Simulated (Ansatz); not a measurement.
**Levels at Γ against strain in AgCl**

```
CELL_PARAMETERS angstrom
3.43397 0.00000 0.00000
0.00000 3.43397 0.00000
0.00000 0.00000 3.43397
ATOMIC_POSITIONS crystal
Ag 0.00000 0.00000 0.00000
Cl 0.50000 0.50000 0.50000
```

Atoms are numbered in the order listed.

Structure from Materials Project entry mp-726265 (possibly hypothetical), not relaxed further.

These are results of Ansatz 0.2.0, DFT, PBEsol, all-electron LAPW, scalar-relativistic, not measurements.

Settings: a Γ-centred 9×9×9 k mesh, Fermi–Dirac smearing of 0.01 eV, basis error target 1 meV/atom, no spin polarisation.

The strain is applied along the Cartesian axes of the cell as listed (the other components stay zero). Fractional coordinates are held (clamped ions).

The valence-band top of this crystal doesn't lie at Γ but 1.52 eV above the top filled level there.

Only quantities that a quadratic follows smoothly over the whole series are listed; rougher ones are left out.

```csv
εzz,"direct gap at Γ, from the mean of the top three filled levels (eV)",singlet less doublet of the top filled triplet at Γ (eV)
-0.0300,2.032,0.307
-0.0200,2.001,0.200
-0.0100,1.968,0.098
0.0000,1.935,0.000
0.0200,1.866,-0.182
0.0300,1.830,-0.267
```

Fit the series and give the slopes at zero strain.

Least-squares fits y = p0 + p1 x + p2 x² to the rows give direct gap at Γ, from the mean of the top three filled levels (eV): p1 = -3.37, p2 = -4.4; singlet less doublet of the top filled triplet at Γ (eV): p1 = -9.56, p2 = 22. Without spin–orbit coupling the singlet lies 3b(εzz − εxx) above the doublet in the usual convention, so the shear deformation potential is b = -3.19 eV.

One run, at εzz = 0.0100, is withheld. Predict its row.

The fits give 1.901, -0.093; the run gave 1.901, -0.093.
